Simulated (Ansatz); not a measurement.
Input:

Starting cell, AlSb (zinc blende):

```
AlSb
1.0
    0.00000     3.08862     3.08862
    3.08862     0.00000     3.08862
    3.08862     3.08862     0.00000
Sb Al
1 1
Direct
  0.75000   0.75000   0.75000
  0.00000   0.00000   0.00000
```

In each cell atom 2 (Al, nearest neighbour Sb at 2.675 Å; its periodic images, 4.4 Å or more away, move with it) moves by s·(1.000, 0.000, 0.000) (along Cartesian x), the rest being held.

Computed with r2SCAN (plane waves to 500 eV, PAW, scalar-relativistic; Ansatz, a quantum-chemistry and plane-wave program). k mesh 11×11×11 (Γ-centred), Fermi-Dirac smearing 0.05 eV. Energies are smeared free energies. AlSb was relaxed with its symmetry unable to fall. Spin-orbit coupling is left out, though Sb is heavy. The zero of ΔE is the undisplaced structure.

The scan covers s from -0.530 to 0.530 Å in 11 points.

**Question.** Is the energy the same for equal positive and negative displacements?

**Answer.** Even: the same for both signs. With its periodic images moving along, the atom's site symmetry in this cell is -43m.

**Question.** What force acts on the atom along the line at s = -0.530 Å?

**Answer.** 3.43 eV/Å.

**Question.** What is the force constant k = d²E/ds² of this move at s = 0?

**Answer.** 8.01 eV/Å².

**Question.** With two atoms in the cell this is the zone-centre optical mode. What wavenumber follows (transverse: no LO-TO term)?

**Answer.** 314 cm⁻¹.

(For displaced atoms, the force is minus the slope of the energy, and its curvature is a force constant, which sets phonon frequencies.)
